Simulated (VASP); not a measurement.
# Cd (Im-3m) in VASP: further runs

The runs below take Cd through relaxation of cell and atoms, relaxation of the atoms, with rev-vdW-DF2, LDA, PBE.

Everything below comes from runs of VASP 6.6.1. Logs are shortened: lines on timing, memory, paths and dates and some standing lists are left out, and cuts for length are marked.

## Step 1: The crystal as given

Symmetry: Im-3m, No. 229, cubic system. Conventional cell: a = 3.569 Å, b = 3.569 Å, c = 3.569 Å, α = 90.00°, β = 90.00°, γ = 90.00°. Around Cd (site symmetry m-3m) lie 8 Cd at 3.09 Å.

This isn't the form of Cd at room conditions, which is hcp.

## Step 2: Relaxation of cell and atoms, rev-vdW-DF2

File INCAR:

```
SYSTEM = Cd
PREC = Accurate
ENCUT = 600
EDIFF = 1E-7
ISMEAR = -1
SIGMA = 0.05
LREAL = .False.
LASPH = .True.
NELM = 100
ALGO = Normal
ISIF = 3
LWAVE = .False.
LCHARG = .False.
GGA = MK
LUSE_VDW = .True.
AGGAC = 0.0
PARAM1 = 0.1234
PARAM2 = 0.711357
ZAB_VDW = -1.8867
IBRION = 2
NSW = 40
EDIFFG = -0.01
```

File KPOINTS:

```
Automatic mesh
0
Gamma
  10 10 10
  0 0 0
```

File POSCAR:

```
Cd
1.0
   -1.7843220000      1.7843220000      1.7843220000
    1.7843220000     -1.7843220000      1.7843220000
    1.7843220000      1.7843220000     -1.7843220000
Cd
1
Direct
    0.0000000000      0.0000000000      0.0000000000
```

Potentials or basis: VASP PAW PBE potentials, release 64 (Cd).

The run is started by

```console
cat potpaw_PBE.64/Cd/POTCAR > POTCAR
mpirun -np 1 vasp_std > vasp.out
```

OUTCAR:

```text
SYSTEM = Cd
   PREC = Accurate
   ENCUT = 600
   EDIFF = 1E-7
   ISMEAR = -1
   LREAL = .False.
   LASPH = .True.
   NELM = 100
   ISIF = 3
   GGA = MK
   IBRION = 2
   NSW = 40
   EDIFFG = -0.01

 ion  position               nearest neighbor table
   1  0.000  0.000  0.000-

  LATTYP: Found a body centered cubic cell.
 ALAT       =     3.5686440000

  Lattice vectors:

 A1 = (  -1.7843220000,   1.7843220000,   1.7843220000)
 A2 = (   1.7843220000,  -1.7843220000,   1.7843220000)
 A3 = (   1.7843220000,   1.7843220000,  -1.7843220000)

Analysis of symmetry for initial positions (statically):
=====================================================================
 Subroutine PRICEL returns:
 Original cell was already a primitive cell.

 Routine SETGRP: Setting up the symmetry group for a
 body centered cubic supercell.

 Subroutine GETGRP returns: Found 48 space group operations
 (whereof 48 operations were pure point group operations)
 out of a pool of 48 trial point group operations.

The static configuration has the point symmetry O_h .

Analysis of symmetry for dynamics (positions and initial velocities):
=====================================================================
 Subroutine PRICEL returns:
 Original cell was already a primitive cell.

 Routine SETGRP: Setting up the symmetry group for a
 body centered cubic supercell.

 Subroutine GETGRP returns: Found 48 space group operations
 (whereof 48 operations were pure point group operations)
 out of a pool of 48 trial point group operations.

The dynamic configuration has the point symmetry O_h .

 Subroutine INISYM returns: Found 48 space group operations
 (whereof 48 operations are pure point group operations),
 and found     1 'primitive' translations

----------------------------------------------------------------------------------------

                                     Primitive cell

  volume of cell :      22.7237

  direct lattice vectors                    reciprocal lattice vectors
    -1.784322000  1.784322000  1.784322000     0.000000000  0.280218481  0.280218481
     1.784322000 -1.784322000  1.784322000     0.280218481  0.000000000  0.280218481
     1.784322000  1.784322000 -1.784322000     0.280218481  0.280218481  0.000000000

  length of vectors
     3.090536361  3.090536361  3.090536361     0.396288776  0.396288776  0.396288776

  position of ions in fractional coordinates (direct lattice)
     0.000000000  0.000000000  0.000000000

  ion indices of the primitive-cell ions
   primitive index   ion index
                 1           1

----------------------------------------------------------------------------------------

 KPOINTS: Automatic mesh

Automatic generation of k-mesh.
 Grid dimensions read from file:
 generate k-points for:   10   10   10

 Generating k-lattice:

  Cartesian coordinates                     Fractional coordinates (reciprocal lattice)
     0.000000000  0.028021848  0.028021848     0.100000000  0.000000000  0.000000000
     0.028021848  0.000000000  0.028021848     0.000000000  0.100000000  0.000000000
     0.028021848  0.028021848  0.000000000     0.000000000  0.000000000  0.100000000

  Length of vectors
     0.039628878  0.039628878  0.039628878

  Shift w.r.t. Gamma in fractional coordinates (k-lattice)
     0.000000000  0.000000000  0.000000000

 Subroutine IBZKPT returns following result:
 ===========================================

 Found     47 irreducible k-points:

 Following reciprocal coordinates:
            Coordinates               Weight
  0.000000  0.000000  0.000000      1.000000
  0.100000  0.000000  0.000000     12.000000
  0.200000  0.000000  0.000000     12.000000
  0.300000  0.000000  0.000000     12.000000
  0.400000  0.000000  0.000000     12.000000
  0.500000  0.000000  0.000000      6.000000
[... 16 lines left out ...]
  0.300000  0.300000  0.100000      8.000000
 -0.300000  0.300000  0.100000     24.000000
 [... further k-points ...]
   k-points           NKPTS =     47   k-points in BZ     NKDIM =     47   number of bands    NBANDS=     10
   number of dos      NEDOS =    301   number of ions     NIONS =      1
   total plane-waves  NPLWV =  21952
   dimension x,y,z NGX =    28 NGY =   28 NGZ =   28
   dimension x,y,z NGXF=    56 NGYF=   56 NGZF=   56
   ions per type =               1
   NGX,Y,Z   is equivalent  to a cutoff of  15.06, 15.06, 15.06 a.u.
   NGXF,Y,Z  is equivalent  to a cutoff of  30.12, 30.12, 30.12 a.u.
 SYSTEM =  Cd
   PREC   = accura    normal or accurate (medium, high low for compatibility)
   ISTART =      0    job   : 0-new  1-cont  2-samecut
   ICHARG =      2    charge: 1-file 2-atom 10-const
   ISPIN  =      1    spin polarized calculation?
   LNONCOLLINEAR =      F non collinear calculations
   LSORBIT =      F    spin-orbit coupling
   LASPH  =      T    aspherical Exc in radial PAW
   ENCUT  =  600.0 eV  44.10 Ry    6.64 a.u.   6.17  6.17  6.17*2*pi/ulx,y,z
   NELM   =    100;   NELMIN=  2; NELMDL= -5     # of ELM steps
   EDIFF  = 0.1E-06   stopping-criterion for ELM
   LREAL  =      F    real-space projection
   EDIFFG = -.1E-01   stopping-criterion for IOM
   NSW    =     40    number of steps for IOM
   IBRION =      2    ionic relax: 0-MD 1-quasi-New 2-CG
   NFREE  =      1    steps in history (QN), initial steepest desc. (CG)
   ISIF   =      3    stress and relaxation
   ISYM   =      2    0-nonsym 1-usesym 2-fastsym
   POTIM  = 0.5000    time-step for ionic-motion
   TEBEG  =    0.0;   TEEND  =   0.0 temperature during run
   PSTRESS=    0.0 pullay stress
   NELECT =      12.0000    total number of electrons
   NUPDOWN=      -1.0000    fix difference up-down
   EMIN   =  10.00;   EMAX   =-10.00  energy-range for DOS
   EFERMI =   0.00;   METHOD = LEGACY
   ISMEAR =    -1;   SIGMA  =   0.05  broadening in eV -4-tet -1-fermi 0-gaus
   EFERMI_NEDOS =   21; number of points for ismear=-14 and -15
   IALGO  =     38    algorithm
   IMIX   =      4    mixing-type and parameters
     AMIX     =   0.40;   BMIX     =  1.00
     AMIX_MAG =   1.60;   BMIX_MAG =  1.00
  volume/ion in A,a.u.               =      22.72       153.35
  Fermi-wavevector in a.u.,A,eV,Ry     =   1.323250  2.500581 23.823686  1.750992
  Thomas-Fermi vector in A             =   2.452872
   LORBIT       =      0    0 simple, 1 ext, 2 COOP (PROOUT), +10 PAW based schemes
   GGA     = MK    functional components
   LHFCALC =     F    Hartree Fock is set to
   AEXX    =    0.0000 exact exchange contribution
   IVDW_NL    =     1    kernel type
   BPARAM     = 6.3000
   IVDW    =     0    specifies the selected vdW correction
   LEPSILON=     F    determine dielectric tensor
   LRPA    =     F    only Hartree local field effects (RPA)
 conjugate gradient relaxation of ions
 non-spin polarized calculation
  energy-cutoff  :      600.00
  volume of cell :       22.72
 maximum number of plane-waves:       771
 NGX is ok and might be reduce to    28
   NGX = 13   NGY = 13   NGZ = 13

--------------------------------------- Ionic step        1  -------------------------------------------

 number of electron      11.9999997 magnetization

 Free energy of the ion-electron system (eV)
  ---------------------------------------------------
  ext. energy  EPLUGINS =         0.00000000
  ---------------------------------------------------
  free energy    TOTEN  =         2.14846517 eV

  energy without entropy =        2.15401074  energy(sigma->0) =        2.15123795

------------------------ aborting loop because EDIFF is reached ----------------------------------------

  FORCE on cell =-STRESS in cart. coord.  units (eV):
  Direction    XX          YY          ZZ          XY          YZ          ZX
  --------------------------------------------------------------------------------------
  -------------------------------------------------------------------------------------
  Total       -0.0321265     -0.0321265     -0.0321265     -0.0000000      0.0000000     -0.0000000
  in kB       -2.2651348     -2.2651348     -2.2651348     -0.0000000      0.0000000     -0.0000000
  external PRESSURE =      -2.2651348 kB  Pullay stress =       0.0000000 kB

 VOLUME and BASIS-vectors are now :
 -----------------------------------------------------------------------------
  energy-cutoff  :      600.00
  volume of cell :       22.72
      direct lattice vectors                 reciprocal lattice vectors
    -1.784322000  1.784322000  1.784322000     0.000000000  0.280218481  0.280218481
     1.784322000 -1.784322000  1.784322000     0.280218481  0.000000000  0.280218481
     1.784322000  1.784322000 -1.784322000     0.280218481  0.280218481  0.000000000

 POSITION                                       TOTAL-FORCE (eV/Angst)
 -----------------------------------------------------------------------------------
      0.00000      0.00000      0.00000         0.000000      0.000000      0.000000
 -----------------------------------------------------------------------------------
    total drift:                               -0.000000     -0.000000     -0.000000

  FREE ENERGIE OF THE ION-ELECTRON SYSTEM (eV)
  ---------------------------------------------------
  free  energy   TOTEN  =         2.1484651672 eV

  energy  without entropy=        2.1540107426  energy(sigma->0) =        2.15123795

Total vdW correction in eV:      2.3051972

--------------------------------------- Ionic step        2  -------------------------------------------

 number of electron      11.9999997 magnetization

 Free energy of the ion-electron system (eV)
  ---------------------------------------------------
  ext. energy  EPLUGINS =         0.00000000
  ---------------------------------------------------
  free energy    TOTEN  =         2.14837689 eV

  energy without entropy =        2.15398796  energy(sigma->0) =        2.15118242

 E-fermi :   2.6428     XC(G=0): -10.8814

 val. band max:        2.6367576714   @ k =  -0.4000   0.4000   0.4000
 cond. band min:       2.6743749605   @ k =  -0.4000  -0.4000   0.1000
 fundamental gap:      0.0376172891
 Fermi energy:         2.6427541482

 k-point     1 :       0.0000    0.0000    0.0000
  band No.  band energies     occupation
      1      -6.6595      2.00000
      2      -6.6595      2.00000
      3      -6.6595      2.00000
      4      -6.0736      2.00000
      5      -6.0515      2.00000
      6      -6.0515      2.00000
      7      18.0103      0.00000
      8      18.0103      0.00000
      9      18.0103      0.00000
     10      18.2618      0.00000

 k-point     2 :       0.1000    0.0000    0.0000
  band No.  band energies     occupation
      1      -6.6893      2.00000
      2      -6.6556      2.00000
      3      -6.5710      2.00000
      4      -6.0867      2.00000
      5      -6.0502      2.00000
      6      -5.7954      2.00000
      7      15.2200      0.00000
      8      16.8360      0.00000
      9      16.9335      0.00000
     10      17.6329      0.00000

 k-point     3 :       0.2000    0.0000    0.0000
  band No.  band energies     occupation
      1      -6.7664      2.00000
      2      -6.7099      2.00000
      3      -6.3313      2.00000
      4      -6.1372      2.00000
      5      -6.0462      2.00000
      6      -4.9345      2.00000
      7      11.2283      0.00000
      8      14.9101      0.00000
      9      15.0459      0.00000
     10      16.9873      0.00000
[... 248 lines left out ...]
 k-point    23 :       0.3000    0.3000    0.1000
  band No.  band energies     occupation
      1      -6.8942      2.00000
      2      -6.4564      2.00000
      3      -6.4564      2.00000
      4      -6.0217      2.00000
      5      -6.0217      2.00000
      6       2.9484      0.00442
      7       3.7364      0.00000
      8       3.7364      0.00000
      9       8.7041      0.00000
     10      22.3868      0.00000

 k-point    24 :      -0.3000    0.3000    0.1000
  band No.  band energies     occupation
      1      -6.7691      2.00000
      2      -6.7655      2.00000
      3      -6.2438      2.00000
      4      -6.1014      2.00000
      5      -6.0325      2.00000
      6      -3.1998      2.00000
      7       7.6818      0.00000
      8      12.0012      0.00000
      9      12.8570      0.00000
     10      16.9572      0.00000

 [... further k-points ...]

------------------------ aborting loop because EDIFF is reached ----------------------------------------

  FORCE on cell =-STRESS in cart. coord.  units (eV):
  Direction    XX          YY          ZZ          XY          YZ          ZX
  --------------------------------------------------------------------------------------
  -------------------------------------------------------------------------------------
  Total       -0.0062276     -0.0062276     -0.0062276      0.0000000      0.0000000      0.0000000
  in kB       -0.4411368     -0.4411368     -0.4411368      0.0000000      0.0000000      0.0000000
  external PRESSURE =      -0.4411368 kB  Pullay stress =       0.0000000 kB

 VOLUME and BASIS-vectors are now :
 -----------------------------------------------------------------------------
  energy-cutoff  :      600.00
  volume of cell :       22.62
      direct lattice vectors                 reciprocal lattice vectors
    -1.781556539  1.781556539  1.781556539     0.000000000  0.280653456  0.280653456
     1.781556539 -1.781556539  1.781556539     0.280653456  0.000000000  0.280653456
     1.781556539  1.781556539 -1.781556539     0.280653456  0.280653456  0.000000000

 POSITION                                       TOTAL-FORCE (eV/Angst)
 -----------------------------------------------------------------------------------
      0.00000     -0.00000      0.00000         0.000000      0.000000      0.000000
 -----------------------------------------------------------------------------------
    total drift:                               -0.000000     -0.000000     -0.000000

  FREE ENERGIE OF THE ION-ELECTRON SYSTEM (eV)
  ---------------------------------------------------
  free  energy   TOTEN  =         2.1483768908 eV

  energy  without entropy=        2.1539879562  energy(sigma->0) =        2.15118242

Total vdW correction in eV:      2.3020634

 reached required accuracy - stopping structural energy minimisation
```

Wall time 53 s (1 thread of Intel Xeon Platinum 8488C (Sapphire Rapids), shared host); peak memory 0.33 GiB.

Results:

| Quantity | Value |
| --- | --- |
| Free energy | 2.1484 eV |
| Relaxed volume | 22.62 Å³/atom |
| Relaxed cell | a = 3.086 Å, b = 3.086 Å, c = 3.086 Å, α = 109.47°, β = 109.47°, γ = 109.47° |
| Space group after relaxing (to 0.05 Å) | Im-3m (No. 229) |
| Energy gained by relaxing | 0.1 meV/atom |
| Ionic steps | 2 |
| Pressure after relaxing | 0.0 GPa |
| Band gap on the k mesh | none (metal or under the smearing width) |

Final structure:
```yaml
crystal:
  lattice:
    - [-1.78156, 1.78156, 1.78156]
    - [1.78156, -1.78156, 1.78156]
    - [1.78156, 1.78156, -1.78156]
  atoms:
    - { symbol: Cd, position: [0.00000, 0.00000, 0.00000] }
```

Caveat: the PAW data sets were made with another functional, which shifts forces and pressure a little.

(Part 1 of 2 ends here.)
